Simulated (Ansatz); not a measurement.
Density of states of Li (P6_3/mmc, a = 2.950 Å, b = 2.950 Å, c = 9.688 Å, α = 90.00°, β = 90.00°, γ = 120.00°), in states per eV and primitive cell, averaged over bins of 0.4 eV. Method: Ansatz 0.2.0, DFT PBE+D3(BJ), scalar-relativistic, plane waves, PAW.

Plane waves to 420 eV, a k mesh through Γ of 18×18×6 on the computed 4-atom cell and Gaussian smearing (0.10 eV); no spin polarisation.

The cell is relaxed at this level. The states (both spins) are summed by tetrahedra on a 27×27×9 mesh at the self-consistent density. Energies are bin centres; the table starts no lower than −8 eV and ends at 6 eV, or lower where the solved bands end.

It is a metal at this level.

```tsv
E − E_F (eV)	total	Li 2s	Li 1s
-3.55	0.26	0.23	0.02
-3.15	0.58	0.54	0.04
-2.75	0.78	0.73	0.04
-2.35	0.93	0.89	0.03
-1.95	1.06	1.02	0.02
-1.55	1.19	1.13	0.01
-1.15	1.31	1.22	0.00
-0.75	1.45	1.28	0.00
-0.35	1.65	1.29	0.01
0.05	1.95	1.21	0.01
0.45	1.79	0.94	0.02
0.85	1.63	0.64	0.01
1.25	1.60	0.47	0.01
1.65	1.53	0.37	0.01
2.05	1.16	0.22	0.01
2.45	0.82	0.12	0.00
2.85	0.44	0.06	0.00
3.25	0.64	0.17	0.00
3.65	2.07	0.81	0.02
4.05	2.65	0.96	0.02
4.45	1.70	0.36	0.01
4.85	1.96	0.33	0.01
5.25	1.50	0.20	0.00
5.65	1.49	0.15	0.00
```

The columns after the total are the Löwdin projections on the occupied valence shells of the potentials. The rest of the total lies in shells that are empty in the free atom, which aren't projected, and between the atoms.

This form isn't the element's structure at ambient conditions.

Cost: 1 run of about 2.9 core-minutes, on Arm Neoverse V2 (shared hosts).